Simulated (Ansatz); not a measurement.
# NaCl: the cost of one run

Method: reference: DFT, PBE, plane waves, PAW, in Ansatz 0.2.0.

## (1) The structure to begin with

The structure is hexagonal, space group P6_3/mmc (No. 194). The conventional cell has a = 3.892 Å, b = 3.892 Å, c = 6.737 Å, α = 90.00°, β = 90.00°, γ = 120.00°. Around Na (site symmetry -3m) lie 6 Cl at 2.81 Å. Cl (site symmetry -6m2) has 6 Na at 2.81 Å as nearest neighbours.

Structure file:

```xyz
4
Lattice="3.8923 0.0000 0.0000 -1.9461 3.3708 0.0000 0.0000 0.0000 6.7368" Properties=species:S:1:pos:R:3 pbc="T T T"
Na    0.0000    0.0000    0.0000
Na    0.0000    0.0000    3.3684
Cl    0.0000    2.2472    1.6842
Cl    1.9461    1.1236    5.0526
```

## (2) Reference

Contents of input.yaml:

```yaml
crystal:
  lattice:
    - [3.8922715004, 0.0, 0.0]
    - [-1.9461357502, 3.3708059977, 0.0]
    - [0.0, 0.0, 6.7368164122]
  atoms:
    - { symbol: Na, position: [0.0, 0.0, 0.0] }
    - { symbol: Na, position: [0.0, 0.0, 0.5] }
    - { symbol: Cl, position: [0.3333333333, 0.6666666667, 0.25] }
    - { symbol: Cl, position: [0.6666666667, 0.3333333333, 0.75] }
kpoints:
  mp_grid: { grid: [6, 6, 4] }
hamiltonian:
  xc: pbe
scf:
  occupations: { method: fixed }
  n_extra_bands: 5
output:
  forces: true
  stress: true
  eigenvalues: true
```

Launch:

```bash
ansatz run input.yaml --threads 4 --pin off --max-ram 3686MiB --backend cpu --events-out ev --progress --plain --runs-dir out
```

Q: Estimate wall time and peak memory on 4 threads of Arm Neoverse N1, shared host.

About 1.3 s, with a peak of 0.34 GiB.
